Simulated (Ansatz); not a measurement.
**How settings move the G0W0 gap of PbF2 (Fm-3m)**

PbF2 (started from an entry of an open crystallographic database), relaxed with r2SCAN+rVV10; one-shot G0W0 in Ansatz without spin-orbit coupling. Calculated for a static, non-magnetic cell.

Space group Fm-3m (No. 225). a = 5.892 Å, b = 5.892 Å, c = 5.892 Å, α = 90.00°, β = 90.00°, γ = 90.00°

| atom | site | symmetry | x | y | z |
| --- | --- | --- | --- | --- | --- |
| Pb | 4a | m-3m | 0.0000 | 0.0000 | 0.0000 |
| F | 8c | -43m | 0.2500 | 0.7500 | 0.7500 |

Gaps are read over the mesh points alone. G0W0 values are finite-basis, finite-mesh values.
```json
{"start": "PBE", "potentials": "PAW", "frequency model": "contour deformation", "mesh": "4×4×4", "empty bands": "83", "screening cutoff (eV)": "80", "Kohn-Sham gap (eV)": "4.41", "G0W0 gap (eV)": "6.24", "rough cost": "10 core-seconds"}
{"start": "PBE", "potentials": "PAW", "frequency model": "contour deformation", "mesh": "4×4×4", "empty bands": "192", "screening cutoff (eV)": "140", "Kohn-Sham gap (eV)": "4.41", "G0W0 gap (eV)": "6.30", "rough cost": "40 core-seconds"}
{"start": "PBE", "potentials": "PAW", "frequency model": "contour deformation", "mesh": "4×4×4", "empty bands": "353", "screening cutoff (eV)": "210", "Kohn-Sham gap (eV)": "4.41", "G0W0 gap (eV)": "6.47", "rough cost": "2.4 core-minutes"}
{"start": "HSE06", "potentials": "PAW", "frequency model": "contour deformation", "mesh": "4×4×4", "empty bands": "192", "screening cutoff (eV)": "140", "Kohn-Sham gap (eV)": "5.71", "G0W0 gap (eV)": "7.03", "rough cost": "110 core-seconds"}
{"start": "LDA", "potentials": "PAW", "frequency model": "contour deformation", "mesh": "4×4×4", "empty bands": "192", "screening cutoff (eV)": "140", "Kohn-Sham gap (eV)": "4.26", "G0W0 gap (eV)": "6.34", "rough cost": "40 core-seconds"}
{"start": "r2SCAN", "potentials": "PAW", "frequency model": "contour deformation", "mesh": "4×4×4", "empty bands": "192", "screening cutoff (eV)": "140", "Kohn-Sham gap (eV)": "4.92", "G0W0 gap (eV)": "6.62", "rough cost": "50 core-seconds"}
{"start": "PBE", "potentials": "PAW", "frequency model": "Godby-Needs pole", "mesh": "4×4×4", "empty bands": "192", "screening cutoff (eV)": "140", "Kohn-Sham gap (eV)": "4.41", "G0W0 gap (eV)": "6.29", "rough cost": "50 core-seconds"}
{"start": "PBE", "potentials": "PAW", "frequency model": "contour deformation", "mesh": "6×6×6", "empty bands": "83", "screening cutoff (eV)": "80", "Kohn-Sham gap (eV)": "4.44", "G0W0 gap (eV)": "6.26", "rough cost": "60 core-seconds"}
{"start": "PBE", "potentials": "norm-conserving", "frequency model": "contour deformation", "mesh": "4×4×4", "empty bands": "192", "screening cutoff (eV)": "140", "Kohn-Sham gap (eV)": "4.41", "G0W0 gap (eV)": "6.28", "rough cost": "90 core-seconds"}
```

G0W0 moves the gap on the mesh from 4.41 eV (PBE) to 6.47 eV (W to X). Renormalisation factors Z lie between 0.72 and 0.84.

Raising bands and cutoff together moves the gap by +0.06 eV (80 to 140 eV), then +0.17 eV (140 to 210 eV); the last step is still large, so the basis limit isn't reached. Starting from HSE06 (5.71 eV against PBE's 4.41 eV) gives 7.03 eV, +0.73 eV from G0W0@PBE at the same screening cutoff. Starting from LDA (4.26 eV against PBE's 4.41 eV) gives 6.34 eV, +0.04 eV from G0W0@PBE at the same screening cutoff. Starting from r2SCAN (4.92 eV against PBE's 4.41 eV) gives 6.62 eV, +0.32 eV from G0W0@PBE at the same screening cutoff. The Godby-Needs plasmon pole differs from contour deformation by -0.01 eV. A 6×6×6 mesh in place of 4×4×4 changes the opening over PBE by -0.01 eV (the gap on the mesh by +0.02 eV, the PBE gap by +0.03 eV). Norm-conserving potentials (wave cutoff 1320 eV against 420 eV) shift the quasiparticle gap by -0.02 eV and the PBE gap by 0.00 eV. r2SCAN runs take a wave cutoff of 500 eV.
